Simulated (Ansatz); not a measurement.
# Al2O3 (R-3c): the host for defect calculations, part 3 of 3

Aim: the runs on the perfect crystal Al2O3 (R-3c) that a defect calculation needs first.

Ansatz 0.2.0; plane-wave PAW DFT, PBEsol; relaxation of the host's cell and atoms; PAW set soft_1 (the session's first sound run).

So far. Step 3 (Dielectric tensors of the host): The principal values of the electronic dielectric tensor are 3.26, 3.29 and 3.29. The principal values of the static dielectric tensor are 9.66, 9.66 and 11.75.

### Step 7. Defect free supercell relaxed from displaced atoms

This step: plane-wave PAW DFT, PBEsol; relaxation of the defect-free supercell from random displacements, a test of the host's stability; PAW set soft_1 (Ansatz 0.2.0).

pristine.rattled/input.yaml

```yaml
crystal:
  lattice:
    - [4.7733053271, 2.7558691155, 8.6752450701]
    - [-4.7733053271, 2.7558691155, 8.6752450701]
    - [0.0, -5.5117382311, 8.6752450701]
  atoms:
    - { symbol: Al, position: [0.3239765989, 0.3239765989, 0.3239765989] }
    - { symbol: Al, position: [0.4260234011, 0.4260234011, 0.4260234011] }
    - { symbol: Al, position: [0.0739765989, 0.0739765989, 0.0739765989] }
    - { symbol: Al, position: [0.1760234011, 0.1760234011, 0.1760234011] }
    - { symbol: O, position: [0.2220841528, 0.0279158472, 0.375] }
    - { symbol: O, position: [0.4720841528, 0.125, 0.2779158472] }
    - { symbol: O, position: [0.0279158472, 0.375, 0.2220841528] }
    - { symbol: O, position: [0.375, 0.2220841528, 0.0279158472] }
    - { symbol: O, position: [0.125, 0.2779158472, 0.4720841528] }
    - { symbol: O, position: [0.2779158472, 0.4720841528, 0.125] }
    - { symbol: Al, position: [0.3239765989, 0.3239765989, 0.8239765989] }
    - { symbol: Al, position: [0.4260234011, 0.4260234011, 0.9260234011] }
    - { symbol: Al, position: [0.0739765989, 0.0739765989, 0.5739765989] }
    - { symbol: Al, position: [0.1760234011, 0.1760234011, 0.6760234011] }
    - { symbol: O, position: [0.2220841528, 0.0279158472, 0.875] }
    - { symbol: O, position: [0.4720841528, 0.125, 0.7779158473] }
    - { symbol: O, position: [0.0279158472, 0.375, 0.7220841528] }
    - { symbol: O, position: [0.375, 0.2220841528, 0.5279158472] }
    - { symbol: O, position: [0.125, 0.2779158472, 0.9720841528] }
    - { symbol: O, position: [0.2779158472, 0.4720841528, 0.625] }
    - { symbol: Al, position: [0.3239765989, 0.8239765989, 0.3239765989] }
    - { symbol: Al, position: [0.4260234011, 0.9260234011, 0.4260234011] }
    - { symbol: Al, position: [0.0739765989, 0.5739765989, 0.0739765989] }
    - { symbol: Al, position: [0.1760234011, 0.6760234011, 0.1760234011] }
    - { symbol: O, position: [0.2220841528, 0.5279158472, 0.375] }
    - { symbol: O, position: [0.4720841528, 0.625, 0.2779158472] }
    - { symbol: O, position: [0.0279158472, 0.875, 0.2220841528] }
    - { symbol: O, position: [0.375, 0.7220841528, 0.0279158472] }
    - { symbol: O, position: [0.125, 0.7779158473, 0.4720841528] }
    - { symbol: O, position: [0.2779158472, 0.9720841528, 0.125] }
    - { symbol: Al, position: [0.3239765989, 0.8239765989, 0.8239765989] }
    - { symbol: Al, position: [0.4260234011, 0.9260234011, 0.9260234011] }
    - { symbol: Al, position: [0.0739765989, 0.5739765989, 0.5739765989] }
    - { symbol: Al, position: [0.1760234011, 0.6760234011, 0.6760234011] }
    - { symbol: O, position: [0.2220841528, 0.5279158472, 0.875] }
    - { symbol: O, position: [0.4720841528, 0.625, 0.7779158473] }
    - { symbol: O, position: [0.0279158472, 0.875, 0.7220841528] }
    - { symbol: O, position: [0.375, 0.7220841528, 0.5279158472] }
    - { symbol: O, position: [0.125, 0.7779158473, 0.9720841528] }
    - { symbol: O, position: [0.2779158472, 0.9720841528, 0.625] }
    - { symbol: Al, position: [0.8239765989, 0.3239765989, 0.3239765989] }
    - { symbol: Al, position: [0.9260234011, 0.4260234011, 0.4260234011] }
    - { symbol: Al, position: [0.5739765989, 0.0739765989, 0.0739765989] }
    - { symbol: Al, position: [0.6760234011, 0.1760234011, 0.1760234011] }
    - { symbol: O, position: [0.7220841528, 0.0279158472, 0.375] }
    - { symbol: O, position: [0.9720841528, 0.125, 0.2779158472] }
    - { symbol: O, position: [0.5279158472, 0.375, 0.2220841528] }
    - { symbol: O, position: [0.875, 0.2220841528, 0.0279158472] }
    - { symbol: O, position: [0.625, 0.2779158472, 0.4720841528] }
    - { symbol: O, position: [0.7779158473, 0.4720841528, 0.125] }
    - { symbol: Al, position: [0.8239765989, 0.3239765989, 0.8239765989] }
    - { symbol: Al, position: [0.9260234011, 0.4260234011, 0.9260234011] }
    - { symbol: Al, position: [0.5739765989, 0.0739765989, 0.5739765989] }
    - { symbol: Al, position: [0.6760234011, 0.1760234011, 0.6760234011] }
    - { symbol: O, position: [0.7220841528, 0.0279158472, 0.875] }
    - { symbol: O, position: [0.9720841528, 0.125, 0.7779158473] }
    - { symbol: O, position: [0.5279158472, 0.375, 0.7220841528] }
    - { symbol: O, position: [0.875, 0.2220841528, 0.5279158472] }
    - { symbol: O, position: [0.625, 0.2779158472, 0.9720841528] }
    - { symbol: O, position: [0.7779158473, 0.4720841528, 0.625] }
    - { symbol: Al, position: [0.8239765989, 0.8239765989, 0.3239765989] }
    - { symbol: Al, position: [0.9260234011, 0.9260234011, 0.4260234011] }
    - { symbol: Al, position: [0.5739765989, 0.5739765989, 0.0739765989] }
    - { symbol: Al, position: [0.6760234011, 0.6760234011, 0.1760234011] }
    - { symbol: O, position: [0.7220841528, 0.5279158472, 0.375] }
    - { symbol: O, position: [0.9720841528, 0.625, 0.2779158472] }
    - { symbol: O, position: [0.5279158472, 0.875, 0.2220841528] }
    - { symbol: O, position: [0.875, 0.7220841528, 0.0279158472] }
    - { symbol: O, position: [0.625, 0.7779158473, 0.4720841528] }
    - { symbol: O, position: [0.7779158473, 0.9720841528, 0.125] }
    - { symbol: Al, position: [0.8239765989, 0.8239765989, 0.8239765989] }
    - { symbol: Al, position: [0.9260234011, 0.9260234011, 0.9260234011] }
    - { symbol: Al, position: [0.5739765989, 0.5739765989, 0.5739765989] }
    - { symbol: Al, position: [0.6760234011, 0.6760234011, 0.6760234011] }
    - { symbol: O, position: [0.7220841528, 0.5279158472, 0.875] }
    - { symbol: O, position: [0.9720841528, 0.625, 0.7779158473] }
    - { symbol: O, position: [0.5279158472, 0.875, 0.7220841528] }
    - { symbol: O, position: [0.875, 0.7220841528, 0.5279158472] }
    - { symbol: O, position: [0.625, 0.7779158473, 0.9720841528] }
    - { symbol: O, position: [0.7779158473, 0.9720841528, 0.625] }
basis:
  ecutwfc: 420
  xc_grid: 2
hamiltonian:
  xc: pbesol
  pseudopotentials: { kind: paw, azcp: { folder: soft_1 }, xc_functional: pbe }
kpoints:
  mp_grid: { grid: [1, 1, 1], shift: [0.25, 0.25, 0.25] }
scf:
  occupations: { method: fermi_dirac, width: 0.01 }
  max_iter: 80
output:
  forces: true
relax:
  f_tol: 0.01
  max_steps: 120
  random_displacement: { amplitude: 0.08, seed: 5219 }
checkpoint:
  write: "../pristine.rattled.run"
  compress: false
  write_wavefunctions: false
  write_every: 100000
```

The run is started by

```console
ansatz run input.yaml --threads 4 --pin off --max-ram 7536MiB --backend cpu --events-out ev --progress --plain --runs-dir out
```

Numbers of over 12 decimals in the logs are rounded to 6 here.

The log of the run:

```text
[...]
Crystal: 80 atoms, lattice volume = 684.717 Å³
Basis set: ecut = 420 eV, 13355 PW (Γ), exchange–correlation on 144×144×144 points (8 copies of the dense FFT grid, shifted against one another)
Bands: 272, of which v1, the nominal top of the filled ones, is band 192 counted from 1 (191 counted from 0)
Symmetry: 1 space group operations
k-points: 1
[...]
SCF iter   1: F=—  HF=-43853.025900 eV  |F-HF|=—  |Δ(HF+E_count)|=         —  Δρ=1.20e-1  dr2=9.42e1  ethr=3.10e-3  ⟨swp⟩=6.0  Hψ=1154  notcnv=0  defer=65
[...]
SCF iter   9: F=-43825.901469 eV  HF=-43825.901469 eV  |F-HF|=7.31e-9  |Δ(HF+E_count)|=   1.76e-6  Δρ=5.34e-6  dr2=1.15e-7  ethr=6.51e-10  ⟨swp⟩=2.0  Hψ=833  notcnv=0
SCF 1 converged in 9 iterations: F = -43825.901469 eV  dr2 = 1.15e-7
[...]
relax step   1: F+E_penalty+E_count = -43825.90146900 eV  Δ(F+E_penalty+E_count) = +0.000e0 eV  max|allowed force component| = 3.394e0 eV/Å  Δτ_max = 0.0000 Å  (9 SCF iters, dr2 threshold 2.50e-6 eV, accepted)
[...]
relax step   2: F+E_penalty+E_count = -43828.89922333 eV  Δ(F+E_penalty+E_count) = -2.998e0 eV  max|allowed force component| = 1.837e0 eV/Å  Δτ_max = 0.0655 Å  (6 SCF iters, dr2 threshold 1.00e-4 eV, accepted)
relax step   3: F+E_penalty+E_count = -43830.84894406 eV  Δ(F+E_penalty+E_count) = -1.950e0 eV  max|allowed force component| = 4.384e-2 eV/Å  Δτ_max = 0.0861 Å  (6 SCF iters, dr2 threshold 1.00e-4 eV, accepted)
relax step   4: F+E_penalty+E_count = -43830.84894992 eV  Δ(F+E_penalty+E_count) = -5.856e-6 eV  max|allowed force component| = 4.372e-2 eV/Å  Δτ_max = 0.0000 Å  (4 SCF iters, accepted)
relax step   5: F+E_penalty+E_count = -43830.84998383 eV  Δ(F+E_penalty+E_count) = -1.034e-3 eV  max|allowed force component| = 8.988e-4 eV/Å  Δτ_max = 0.0031 Å  (5 SCF iters, dr2 threshold 1.19e-7 eV, accepted)
[...]
SCF iter   2: F=-43830.849984 eV  HF=-43830.849984 eV  |F-HF|=3.49e-10  |Δ(HF+E_count)|=   1.90e-6  Δρ=8.13e-7  dr2=4.18e-9  ethr=5.92e-12  ⟨swp⟩=3.0  Hψ=612  notcnv=0
SCF 6 converged in 2 iterations: F = -43830.849984 eV  dr2 = 4.18e-9
relax step   6: F+E_penalty+E_count = -43830.84998384 eV  Δ(F+E_penalty+E_count) = -8.506e-9 eV  max|allowed force component| = 8.973e-4 eV/Å  Δτ_max = 0.0000 Å  (2 SCF iters, accepted)
SCF converged after 2 iterations
Free energy (F): -43830.849984 eV
[...]
Internal energy: -43830.849984 eV  (E = F + TS)
E sigma→0 (E₀):  -43830.849984 eV
Fermi energy:    10.655733 eV
[...]
--- Forces (eV/Å), atoms counted from 1 ---
  atom   1  Al    -0.00072181     0.00008570    -0.00043702
  atom   2  Al     0.00008753     0.00029101    -0.00016622
  atom   3  Al    -0.00041057    -0.00057730     0.00001360
  atom   4  Al     0.00024078     0.00020980    -0.00012904
  atom   5  O      0.00001812     0.00010051     0.00015403
  atom   6  O     -0.00004951    -0.00017878    -0.00000490
  atom   7  O      0.00014640     0.00026355    -0.00003278
  atom   8  O      0.00006682    -0.00025473     0.00004523
  atom   9  O     -0.00000962     0.00009658     0.00040823
  atom  10  O      0.00036302     0.00005138     0.00024543
  atom  11  Al    -0.00040496     0.00041841     0.00018054
  atom  12  Al    -0.00010746     0.00013080    -0.00002670
  atom  13  Al    -0.00054053     0.00043524     0.00032179
  atom  14  Al     0.00003525    -0.00002775     0.00004349
  atom  15  O      0.00000685     0.00017366     0.00005690
  atom  16  O      0.00021535    -0.00016433    -0.00011912
  atom  17  O      0.00016123    -0.00019049    -0.00001374
  atom  18  O      0.00040589     0.00017745     0.00029351
  atom  19  O     -0.00003494    -0.00046880     0.00003849
  atom  20  O     -0.00027550     0.00022167     0.00016275
  atom  21  Al    -0.00016972    -0.00025658     0.00025920
  atom  22  Al     0.00039603     0.00075849     0.00008493
  atom  23  Al     0.00017516    -0.00008343     0.00019109
  atom  24  Al     0.00012292     0.00019748    -0.00011781
  atom  25  O     -0.00049736    -0.00014946     0.00001559
  atom  26  O     -0.00025889     0.00020935     0.00049777
  atom  27  O      0.00003995     0.00012582    -0.00023440
  atom  28  O      0.00002045     0.00025485    -0.00006813
  atom  29  O      0.00012998     0.00007225    -0.00003161
  atom  30  O      0.00021956     0.00015071     0.00022735
  atom  31  Al     0.00030658     0.00000741     0.00034541
  atom  32  Al    -0.00030913     0.00010011    -0.00001999
  atom  33  Al     0.00030503     0.00016911    -0.00089728
  atom  34  Al    -0.00016967    -0.00009792     0.00008174
  atom  35  O      0.00041155    -0.00027752     0.00022705
  atom  36  O      0.00013302     0.00008460    -0.00030127
  atom  37  O      0.00012481    -0.00032474     0.00018405
  atom  38  O     -0.00040922     0.00015691     0.00000167
  atom  39  O      0.00014815     0.00001219    -0.00025845
  atom  40  O     -0.00026868     0.00040433     0.00005830
[...]
atom  69  O     -0.00014275     0.00018106     0.00004299
  atom  70  O      0.00004312     0.00013598    -0.00032200
  atom  71  Al    -0.00009060    -0.00006575     0.00008555
  atom  72  Al    -0.00014259    -0.00005426     0.00043556
  atom  73  Al    -0.00037752    -0.00047556    -0.00016444
  atom  74  Al     0.00001357     0.00026120    -0.00033039
  atom  75  O      0.00012387     0.00006914     0.00021633
  atom  76  O      0.00030813     0.00006014     0.00026243
  atom  77  O      0.00012448    -0.00039668    -0.00036432
  atom  78  O     -0.00010153    -0.00026375     0.00002859
  atom  79  O     -0.00016945    -0.00021927     0.00021026
  atom  80  O     -0.00006667     0.00015327     0.00001563
  max |Σ_I F_I| component: 1.46e-6 eV/Å
--- Relaxed structure (6 steps of the walk, 6 accepted, 0 SCFs on fresh bases) ---
  F+E_penalty+E_count = -43830.84998384 eV   max|allowed force component| = 8.973e-4 eV/Å
  atoms:
    - { symbol: Al, position: [0.323764, 0.324710, 0.324247] }
    - { symbol: Al, position: [0.425806, 0.426776, 0.426310] }
    - { symbol: Al, position: [0.073762, 0.074719, 0.074240] }
    - { symbol: Al, position: [0.175805, 0.176780, 0.176310] }
    - { symbol: O, position: [0.221824, 0.028700, 0.375278] }
    - { symbol: O, position: [0.471827, 0.125740, 0.278235] }
    - { symbol: O, position: [0.027737, 0.375753, 0.222319] }
    - { symbol: O, position: [0.374779, 0.222794, 0.028234] }
    - { symbol: O, position: [0.124788, 0.278698, 0.472315] }
    - { symbol: O, position: [0.277734, 0.472792, 0.125279] }
    - { symbol: Al, position: [0.323756, 0.324714, 0.824251] }
    - { symbol: Al, position: [0.425812, 0.426778, 0.926307] }
    - { symbol: Al, position: [0.073752, 0.074714, 0.574248] }
    - { symbol: Al, position: [0.175808, 0.176778, 0.676304] }
    - { symbol: O, position: [0.221826, 0.028704, 0.875274] }
    - { symbol: O, position: [0.471827, 0.125748, 0.778234] }
    - { symbol: O, position: [0.027738, 0.375752, 0.722315] }
    - { symbol: O, position: [0.374779, 0.222789, 0.528235] }
    - { symbol: O, position: [0.124786, 0.278706, 0.972314] }
    - { symbol: O, position: [0.277739, 0.472786, 0.625281] }
    - { symbol: Al, position: [0.323759, 0.824715, 0.324239] }
    - { symbol: Al, position: [0.425805, 0.926771, 0.426313] }
    - { symbol: Al, position: [0.073753, 0.574723, 0.074244] }
    - { symbol: Al, position: [0.175809, 0.676776, 0.176312] }
    - { symbol: O, position: [0.221829, 0.528700, 0.375279] }
    - { symbol: O, position: [0.471825, 0.625743, 0.278230] }
    - { symbol: O, position: [0.027742, 0.875750, 0.222323] }
    - { symbol: O, position: [0.374781, 0.722790, 0.028236] }
    - { symbol: O, position: [0.124786, 0.778704, 0.472319] }
    - { symbol: O, position: [0.277737, 0.972792, 0.125274] }
    - { symbol: Al, position: [0.323748, 0.824719, 0.824250] }
    - { symbol: Al, position: [0.425816, 0.926773, 0.926303] }
    - { symbol: Al, position: [0.073752, 0.574723, 0.574251] }
    - { symbol: Al, position: [0.175818, 0.676774, 0.676303] }
    - { symbol: O, position: [0.221824, 0.528710, 0.875273] }
    - { symbol: O, position: [0.471826, 0.625750, 0.778236] }
    - { symbol: O, position: [0.027738, 0.875748, 0.722316] }
    - { symbol: O, position: [0.374790, 0.722783, 0.528231] }
    - { symbol: O, position: [0.124777, 0.778709, 0.972323] }
    - { symbol: O, position: [0.277735, 0.972783, 0.625282] }
    - { symbol: Al, position: [0.823747, 0.324725, 0.324251] }
    - { symbol: Al, position: [0.925823, 0.426778, 0.426298] }
    - { symbol: Al, position: [0.573748, 0.074719, 0.074251] }
    - { symbol: Al, position: [0.675822, 0.176771, 0.176304] }
    - { symbol: O, position: [0.721828, 0.028711, 0.375277] }
    - { symbol: O, position: [0.971822, 0.125756, 0.278232] }
    - { symbol: O, position: [0.527742, 0.375740, 0.222317] }
    - { symbol: O, position: [0.874788, 0.222792, 0.028229] }
    - { symbol: O, position: [0.624777, 0.278709, 0.472321] }
    - { symbol: O, position: [0.777739, 0.472791, 0.125273] }
    - { symbol: Al, position: [0.823751, 0.324726, 0.824242] }
    - { symbol: Al, position: [0.925814, 0.426774, 0.926306] }
    - { symbol: Al, position: [0.573755, 0.074726, 0.574246] }
    - { symbol: Al, position: [0.675813, 0.176778, 0.676309] }
    - { symbol: O, position: [0.721826, 0.028706, 0.875279] }
    - { symbol: O, position: [0.971823, 0.125752, 0.778229] }
    - { symbol: O, position: [0.527742, 0.375747, 0.722322] }
    - { symbol: O, position: [0.874781, 0.222797, 0.528228] }
    - { symbol: O, position: [0.624783, 0.278701, 0.972322] }
    - { symbol: O, position: [0.777739, 0.472797, 0.625269] }
    - { symbol: Al, position: [0.823753, 0.824723, 0.324253] }
    - { symbol: Al, position: [0.925817, 0.926783, 0.426302] }
    - { symbol: Al, position: [0.573754, 0.574712, 0.074248] }
    - { symbol: Al, position: [0.675813, 0.676778, 0.176299] }
    - { symbol: O, position: [0.721822, 0.528708, 0.375271] }
    - { symbol: O, position: [0.971822, 0.625753, 0.278236] }
    - { symbol: O, position: [0.527738, 0.875746, 0.222314] }
    - { symbol: O, position: [0.874785, 0.722789, 0.028230] }
    - { symbol: O, position: [0.624781, 0.778707, 0.472321] }
    - { symbol: O, position: [0.777742, 0.972790, 0.125280] }
    - { symbol: Al, position: [0.823756, 0.824718, 0.824244] }
    - { symbol: Al, position: [0.925808, 0.926779, 0.926306] }
    - { symbol: Al, position: [0.573764, 0.574717, 0.574243] }
    - { symbol: Al, position: [0.675809, 0.676783, 0.676307] }
    - { symbol: O, position: [0.721823, 0.528704, 0.875275] }
    - { symbol: O, position: [0.971823, 0.625749, 0.778231] }
    - { symbol: O, position: [0.527741, 0.875755, 0.722317] }
    - { symbol: O, position: [0.874783, 0.722795, 0.528232] }
    - { symbol: O, position: [0.624787, 0.778702, 0.972314] }
    - { symbol: O, position: [0.777742, 0.972794, 0.625276] }
```

Elapsed: 47 s, on 4 threads of Arm Neoverse V1, shared host; peak memory 1.3 GiB; 2.9 min of CPU time.

Step by step:

```tsv
step	energy less that of the first step (eV)	largest force component (eV/Å)
1	0.0000	3.3937
2	-2.9978	1.8373
3	-4.9475	0.0438
4	-4.9475	0.0437
5	-4.9485	0.0009
6	-4.9485	0.0009
```

The relaxation ends 62 meV an atom lower than the displaced start, with a largest force component of 9.0e-4 eV/Å.

### Step 8. What came out

| Property | Result |
| --- | --- |
| primitive cell vectors, lengths | 5.139, 5.139, 5.139 Å |
| electronic dielectric constant | principal values (3.26, 3.29, 3.29) |
| static dielectric constant | principal values (9.66, 9.66, 11.75) |
| gap on the k-mesh of the response run (PBEsol) | 6.04 eV |
| supercell relaxed in its symmetry less the displaced and relaxed one | 0.000 eV |
| energy an atom at one point at (¼, ¼, ¼) less that on the dense mesh | 0.004 eV |

Step 7: The energy fell by 4.949 eV from the randomly displaced start; the atoms end within 0.005 Å of the sites as typed, once the mean shift is taken out. The displaced cell ends within 0.01 eV of the symmetric one relaxed in its symmetry, so no lower structure shows in this supercell. The k-mesh can miss the band edges, so this gap is an upper bound at this level. All at zero temperature.

[Logs are printed without paths, hosts, clocks, repeated set-up lines and the standing remarks that a program may print on its own settings, such as how far it seeks lower states.]

[Hosts, paths, dates, database ids (printed as entryN), source tags and the programs' standing remarks are cut or masked in the printed files.]

[Runs of the host that timed out are not shown.]

[For some hosts the program warned that the k-mesh of the response run may be too coarse for force constants and the static dielectric constant; such warnings are not always shown.]
